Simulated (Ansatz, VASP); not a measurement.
# Si10H4C (CH3-terminated Si(111)): VASP beside Ansatz

Aim: how closely do two programs agree when they are given the same cell, functional and k mesh? The structure shown is the end of the VASP relaxation below.

Method: plane waves, with VASP 6.6.1 beside it; single point at PBE and band structure at PBE, in Ansatz 0.2.0.

**1. Set-up**

The cell holds 15 atoms: 10 Si, 4 H and 1 C. Cell: a = 3.868 Å, b = 3.868 Å, c = 33.131 Å, α = 90.0°, β = 90.0°, γ = 60.0°. It derives from Si. As first built, before any earlier steps moved the atoms (in the runner's words): 10 layers of Si at this functional's lattice, CH3 on top and H below. Vacuum lies along c.

Structure file:

```xyz
15
Lattice="3.8677 0.0000 0.0000 1.9338 3.3495 0.0000 0.0000 0.0000 33.1312" Properties=species:S:1:pos:R:3
Si    1.9338    1.1165    9.4986
Si    3.8677    2.2330   10.2581
Si    3.8677    2.2330   12.6210
Si    0.0000    0.0000   13.4066
Si    0.0000    0.0000   15.7721
Si    1.9338    1.1165   16.5548
Si    1.9338    1.1165   18.9166
Si    3.8677    2.2330   19.6993
Si    3.8677    2.2330   22.0580
Si    0.0000    0.0000   22.8577
H     1.9338    1.1165    7.9931
H     3.8677    1.0207   25.1809
H     4.9176    2.8392   25.1809
H     2.8177    2.8392   25.1809
C     0.0000    0.0000   24.7819
```

**2. VASP: relaxation, PBE**

This run makes the geometry at which the two programs are then compared.

Lines of VASP's logs that name or quote its potential files are left out, and so is its time.

Contents of INCAR:

```
SYSTEM = Si10H4C
PREC = Normal
ENCUT = 440
EDIFF = 1E-05
NELM = 120
ISMEAR = 0
SIGMA = 0.03
LREAL = Auto
ALGO = Fast
GGA = PE
NBANDS = 39
LORBIT = 11
LWAVE = .FALSE.
LCHARG = .FALSE.
KPAR = 4
IBRION = 2
NSW = 60
ISIF = 2
EDIFFG = -0.03
POTIM = 0.4
MAXMIX = 40
IDIPOL = 3
LDIPOL = .TRUE.
DIPOL = 0.5 0.5 0.543
```

Contents of POSCAR:

```
Si10H4C
1.0
    3.8676508603      0.0000000000      0.0000000000
    1.9338254302      3.3494838980      0.0000000000
    0.0000000000      0.0000000000     33.1311757406
Si H C
10 4 1
Direct
    0.3333333300      0.3333333300      0.2858335000
    0.6666666700      0.6666666700      0.3096624500
    0.6666666700      0.6666666700      0.3811492800
    0.0000000000      0.0000000000      0.4049782200
    0.0000000000      0.0000000000      0.4764650500
    0.3333333300      0.3333333300      0.5002940000
    0.3333333300      0.3333333300      0.5717808300
    0.6666666700      0.6666666700      0.5956097700
    0.6666666700      0.6666666700      0.6670966000
    0.0000000000      0.0000000000      0.6909255500
    0.3333333300      0.3333333300      0.2414644200
    0.8462449700      0.3075100600      0.7585355800
    0.8462449700      0.8462449700      0.7585355800
    0.3075100600      0.8462449700      0.7585355800
    0.0000000000      0.0000000000      0.7473678500
```

Contents of KPOINTS:

```
Automatic mesh
0
Gamma
9 9 1
0 0 0
```

PAW data sets: Si, H and C (PBE family, release 64).

Command:

```bash
> mpirun -np 4 vasp_std
```

Numbers of over 12 decimals in the logs are rounded to 6 here.

What it wrote:

```text
[banner, memory and clock lines left out]
running    4 mpi-ranks, on    1 nodes
 distrk:  each k-point on    1 cores,    4 groups
 distr:  one band on    1 cores,    1 groups

 POSCAR found type information on POSCAR SiH C
 POSCAR found :  3 types and      15 ions
 LDA part: xc-table for (Slater+PW92), standard interpolation
 POSCAR, INCAR and KPOINTS ok, starting setup
 FFT: planning ... GRIDC
 FFT: planning ... GRID_SOFT
 FFT: planning ... GRID
 WAVECAR not read
 entering main loop
       N       E                     dE             d eps       ncg     rms          rms(c)
DAV:   1     0.173502106121E+03    0.17350E+03   -0.15277E+04   936   0.828E+02
DAV:   2    -0.607876529173E+02   -0.23429E+03   -0.21894E+03  1254   0.166E+02
DAV:   3    -0.807519662603E+02   -0.19964E+02   -0.19659E+02  1170   0.480E+01
DAV:   4    -0.815510691679E+02   -0.79910E+00   -0.79679E+00  1312   0.112E+01
DAV:   5    -0.815888553367E+02   -0.37786E-01   -0.37778E-01  1321   0.232E+00    0.142E+01
RMM:   6    -0.781580579700E+02    0.34308E+01   -0.60816E+00   936   0.636E+00    0.776E+00
RMM:   7    -0.776752118347E+02    0.48285E+00   -0.37262E+00   936   0.577E+00    0.291E+00
RMM:   8    -0.775502618534E+02    0.12495E+00   -0.64417E-01   955   0.233E+00    0.578E-01
RMM:   9    -0.775291732843E+02    0.21089E-01   -0.65964E-02   982   0.944E-01    0.252E-01
RMM:  10    -0.775285014252E+02    0.67186E-03   -0.26479E-02  1038   0.556E-01    0.236E-01
RMM:  11    -0.775262840916E+02    0.22173E-02   -0.68598E-03   961   0.274E-01    0.778E-02
RMM:  12    -0.775261277603E+02    0.15633E-03   -0.24113E-03   998   0.167E-01    0.521E-02
RMM:  13    -0.775268199435E+02   -0.69218E-03   -0.11000E-03   962   0.109E-01    0.327E-02
RMM:  14    -0.775272342667E+02   -0.41432E-03   -0.36914E-04   936   0.625E-02    0.141E-02
RMM:  15    -0.775278434338E+02   -0.60917E-03   -0.16118E-04   848   0.424E-02    0.765E-03
RMM:  16    -0.775279871051E+02   -0.14367E-03   -0.45393E-05   782   0.233E-02    0.463E-03
RMM:  17    -0.775280790537E+02   -0.91949E-04   -0.16553E-05   704   0.143E-02    0.379E-03
RMM:  18    -0.775281319018E+02   -0.52848E-04   -0.77084E-06   646   0.926E-03    0.179E-03
RMM:  19    -0.775281587718E+02   -0.26870E-04   -0.28219E-06   594   0.585E-03    0.129E-03
RMM:  20    -0.775281746675E+02   -0.15896E-04   -0.10747E-06   525   0.407E-03    0.598E-04
RMM:  21    -0.775281850061E+02   -0.10339E-04   -0.87643E-07   499   0.350E-03    0.606E-04
RMM:  22    -0.775281898820E+02   -0.48759E-05   -0.33048E-07   405   0.277E-03
   1 F= -.77528190E+02 E0= -.77528190E+02  d E =-.775282E+02
[... from here on, the cycles between the ionic steps are left out ...]
   2 F= -.77558928E+02 E0= -.77558928E+02  d E =-.307376E-01
   3 F= -.77560930E+02 E0= -.77560930E+02  d E =-.327398E-01
   4 F= -.77569970E+02 E0= -.77569970E+02  d E =-.904044E-02
   5 F= -.77570539E+02 E0= -.77570539E+02  d E =-.960938E-02
   6 F= -.77575961E+02 E0= -.77575961E+02  d E =-.542214E-02
   7 F= -.77576243E+02 E0= -.77576243E+02  d E =-.570396E-02
   8 F= -.77578196E+02 E0= -.77578196E+02  d E =-.195323E-02
   9 F= -.77578659E+02 E0= -.77578659E+02  d E =-.241603E-02
  10 F= -.77580228E+02 E0= -.77580228E+02  d E =-.156921E-02
  11 F= -.77580836E+02 E0= -.77580836E+02  d E =-.217692E-02
  12 F= -.77581602E+02 E0= -.77581602E+02  d E =-.766168E-03
  13 F= -.77581607E+02 E0= -.77581607E+02  d E =-.771395E-03
 curvature:  -1.31 expect dE=-0.386E-03 dE for cont linesearch -0.241E-06
 trial: gam= 0.30239 g(F)=  0.295E-03 g(S)=  0.000E+00 ort =-0.168E-04 (trialstep = 0.152E+01)
 search vector abs. value=  0.425E-03
 bond charge predicted
       N       E                     dE             d eps       ncg     rms          rms(c)
DAV:   1    -0.775818273170E+02   -0.21929E-03   -0.83418E-03  1041   0.363E-01    0.429E-02
RMM:   2    -0.775818487026E+02   -0.21386E-04   -0.52706E-04   949   0.952E-02    0.279E-02
RMM:   3    -0.775818338677E+02    0.14835E-04   -0.97634E-05   960   0.450E-02    0.189E-02
RMM:   4    -0.775818525036E+02   -0.18636E-04   -0.27296E-05   737   0.228E-02    0.773E-03
RMM:   5    -0.775818751030E+02   -0.22599E-04   -0.80527E-06   625   0.114E-02    0.544E-03
RMM:   6    -0.775818773116E+02   -0.22085E-05   -0.20615E-06   595   0.665E-03
  14 F= -.77581877E+02 E0= -.77581877E+02  d E =-.269921E-03
 trial-energy change:   -0.000270  1 .order   -0.000254   -0.000442   -0.000066
 step:   1.7909(harm=  1.7909)  dis= 0.00242  next Energy=   -77.581867 (dE=-0.260E-03)
 reached required accuracy - stopping structural energy minimisation
```

OUTCAR, selected parts (step 2):

```text
ion  position               nearest neighbor table
   1  0.333  0.333  0.286-  11 1.47   2 2.37   2 2.37   2 2.37
   2  0.667  0.667  0.310-   3 2.37   1 2.37   1 2.37   1 2.37
   3  0.667  0.667  0.381-   4 2.37   2 2.37   4 2.37   4 2.37
   4  0.000  0.000  0.405-   3 2.37   5 2.37   3 2.37   3 2.37
   5  0.000  0.000  0.476-   4 2.37   6 2.37   6 2.37   6 2.37
   6  0.333  0.333  0.500-   7 2.37   5 2.37   5 2.37   5 2.37
   7  0.333  0.333  0.572-   8 2.37   8 2.37   6 2.37   8 2.37
   8  0.667  0.667  0.596-   7 2.37   7 2.37   9 2.37   7 2.37
   9  0.667  0.667  0.667-   8 2.37  10 2.37  10 2.37  10 2.37
  10  0.000  0.000  0.691-  15 1.87   9 2.37   9 2.37   9 2.37
  11  0.333  0.333  0.241-   1 1.47
  12  0.846  0.308  0.759-  15 1.09
  13  0.846  0.846  0.759-  15 1.09
  14  0.308  0.846  0.759-  15 1.09
  15  0.000  0.000  0.747-  14 1.09  12 1.09  13 1.09  10 1.87

  LATTYP: Found a hexagonal cell.
 ALAT       =     3.8676508603
 C/A-ratio  =     8.5662271330

 Subroutine GETGRP returns: Found  6 space group operations
 (whereof  6 operations were pure point group operations)

The static configuration has the point symmetry C_3v.

 Found     12 irreducible k-points:

   k-points           NKPTS =     12   k-points in BZ     NKDIM =     12   number of bands    NBANDS=     39

   dimension x,y,z NGX =    20 NGY =   20 NGZ =  180
   dimension x,y,z NGXF=    40 NGYF=   40 NGZF=  360

   ENCUT  =  440.0 eV  32.34 Ry    5.69 a.u.   6.62  6.62 56.67*2*pi/ulx,y,z

   NELECT =      48.0000    total number of electrons

 k-points in reciprocal lattice and weights: Automatic mesh
   0.00000000  0.00000000  0.00000000       0.012
   0.11111111  0.00000000  0.00000000       0.074
   0.22222222 -0.00000000  0.00000000       0.074
   0.33333333  0.00000000  0.00000000       0.074
   0.44444444 -0.00000000  0.00000000       0.074
   0.22222222  0.11111111  0.00000000       0.074
   0.33333333  0.11111111  0.00000000       0.148
   0.44444444  0.11111111  0.00000000       0.148
  -0.44444444  0.11111111  0.00000000       0.074
   0.44444444  0.22222222  0.00000000       0.074
  -0.44444444  0.22222222  0.00000000       0.148
  -0.33333333  0.33333333  0.00000000       0.025

 dipolmoment           0.000000      0.000000     -0.063362 electrons x Angstroem

 average (electrostatic) potential at core
       1 -88.1863       2 -88.1758       3 -88.2609       4 -88.2593       5 -88.2624
       6 -88.2616       7 -88.2592       8 -88.2671       9 -88.1000      10 -88.2910
      11 -35.7151      12 -37.3046      13 -37.3046      14 -37.3046      15 -53.5396

 E-fermi :   0.9365

 k-point     1 :       0.0000    0.0000    0.0000
  band No.  band energies     occupation
    ...
     20       0.1913      2.00000
     21       0.5236      2.00000
     22       0.5236      2.00000
     23       0.7585      2.00000
     24       0.7585      2.00000
     25       2.3076      0.00000
     26       2.4392      0.00000
     27       2.6630      0.00000
     28       3.0045      0.00000
     29       3.2983      0.00000
    ...

 k-point     2 :       0.1111    0.0000    0.0000
  band No.  band energies     occupation
    ...
     20      -0.1491      2.00000
     21      -0.0474      2.00000
     22       0.1144      2.00000
     23       0.3249      2.00000
     24       0.5876      2.00000
     25       2.8777      0.00000
     26       3.0177      0.00000
     27       3.0752      0.00000
     28       3.2783      0.00000
     29       3.5598      0.00000
    ...

 k-point     3 :       0.2222   -0.0000    0.0000
  band No.  band energies     occupation
    ...
     20      -0.9152      2.00000
     21      -0.5344      2.00000
     22      -0.1606      2.00000
     23      -0.1194      2.00000
     24       0.1792      2.00000
     25       2.2918      0.00000
     26       2.5345      0.00000
     27       2.8431      0.00000
     28       3.1739      0.00000
     29       3.4149      0.00000
    ...

  Total        0.4306745      0.4306745      0.2633687      0.0000000     -0.0000000      0.0000000
  in kB        1.6076730      1.6076730      0.9831339      0.0000000     -0.0000000      0.0000000
  external PRESSURE =       1.3994933 kB  Pullay stress =       0.0000000 kB

  energy-cutoff  :      440.00
  volume of cell :      429.20
      direct lattice vectors                 reciprocal lattice vectors
     3.867650860  0.000000000  0.000000000     0.258554879 -0.149276729  0.000000000
     1.933825430  3.349483898  0.000000000     0.000000000  0.298553458  0.000000000
     0.000000000  0.000000000 33.131175741     0.000000000  0.000000000  0.030183052

 POSITION                                       TOTAL-FORCE (eV/Angst)
 -----------------------------------------------------------------------------------
      1.93383      1.11649      9.49860        -0.000000     -0.000000     -0.022994
      3.86765      2.23299     10.25808        -0.000000     -0.000000      0.000225
      3.86765      2.23299     12.62100        -0.000000     -0.000000     -0.009707
      1.93383      3.34948     13.40658        -0.000000     -0.000000     -0.019535
      1.93383      3.34948     15.77209        -0.000000     -0.000000     -0.020534
      1.93383      1.11649     16.55481        -0.000000     -0.000000      0.014091
      1.93383      1.11649     18.91658         0.000000     -0.000000      0.005079
      3.86765      2.23299     19.69927         0.000000     -0.000000     -0.000537
      3.86765      2.23299     22.05801        -0.000000     -0.000000      0.024626
      1.93383      3.34948     22.85775         0.000000     -0.000000     -0.002118
      1.93383      1.11649      7.99315        -0.000000     -0.000000      0.010815
      3.86765      1.02066     25.18093        -0.000000     -0.012209      0.003266
      4.91756      2.83915     25.18093         0.010573      0.006104      0.003266
      2.81774      2.83915     25.18093        -0.010573      0.006104      0.003266
      1.93383      3.34948     24.78189         0.000000     -0.000000      0.010793
 -----------------------------------------------------------------------------------
    total drift:                               -0.000043     -0.000025      0.054072

  FREE ENERGIE OF THE ION-ELECTRON SYSTEM (eV)
  ---------------------------------------------------
  free  energy   TOTEN  =       -77.5818773116 eV

  energy  without entropy=      -77.5818773116  energy(sigma->0) =      -77.58187731

 reached required accuracy - stopping structural energy minimisation

 vacuum level on the upper side and lower side of the slab         4.384         5.285

 total charge
# of ion       s       p       d       tot
------------------------------------------
    1        0.742   0.958   0.000   1.700
    2        0.746   0.946   0.000   1.693
    3        0.749   0.932   0.000   1.681
    4        0.750   0.930   0.000   1.680
    5        0.750   0.930   0.000   1.680
    6        0.750   0.931   0.000   1.681
    7        0.750   0.931   0.000   1.681
    8        0.749   0.932   0.000   1.681
    9        0.749   0.946   0.000   1.694
   10        0.739   0.937   0.000   1.676
   11        0.558   0.013   0.000   0.571
   12        0.639   0.045   0.000   0.684
   13        0.639   0.045   0.000   0.684
   14        0.639   0.045   0.000   0.684
   15        0.841   1.765   0.000   2.607
--------------------------------------------------
tot         10.792  11.285   0.000  22.077

[... 3 further parts left out ...]
```

CONTCAR:

```
Si10H4C
   1.00000000000000
     3.8676508602999999    0.0000000000000000    0.0000000000000000
     1.9338254302000000    3.3494838979999999    0.0000000000000000
     0.0000000000000000    0.0000000000000000   33.1311757405999998
  Si              H               C
    10     4     1
Direct
     0.3333333300000021    0.3333333300000021    0.2866967591584281
     0.6666666699999979    0.6666666699999979    0.3096201071923961
     0.6666666699999979    0.6666666699999979    0.3809401839212135
     0.0000000000000000    1.0000000000000000    0.4046515213745966
     0.0000000000000000    1.0000000000000000    0.4760497862204544
     0.3333333300000021    0.3333333300000021    0.4996748157127225
     0.3333333300000021    0.3333333300000021    0.5709600402114143
     0.6666666699999979    0.6666666699999979    0.5945839776791697
     0.6666666699999979    0.6666666699999979    0.6657781926480245
     0.0000000000000000    1.0000000000000000    0.6899166420773309
     0.3333333300000021    0.3333333300000021    0.2412576431876920
     0.8476390588188691    0.3047218823622618    0.7600371992611969
     0.8476390588188691    0.8476390588188691    0.7600371992611969
     0.3047218823622618    0.8476390588188691    0.7600371992611969
     0.0000000000000000    1.0000000000000000    0.7479929928329754
```

The run keeps the 6 symmetry operations of its start, so it cannot find a distortion of lower symmetry.

[end of part 1 of 3]

[Lines on the potential files, build, host, timing and source positions are cut from VASP's logs without a mark.]

[Logs are printed without paths, hosts, clocks, repeated set-up lines and the standing remarks that a program may print on its own settings, such as how far it seeks lower states.]

[Hosts, paths, dates, database ids (printed as entryN), source tags and the programs' standing remarks are cut or masked in the printed files.]
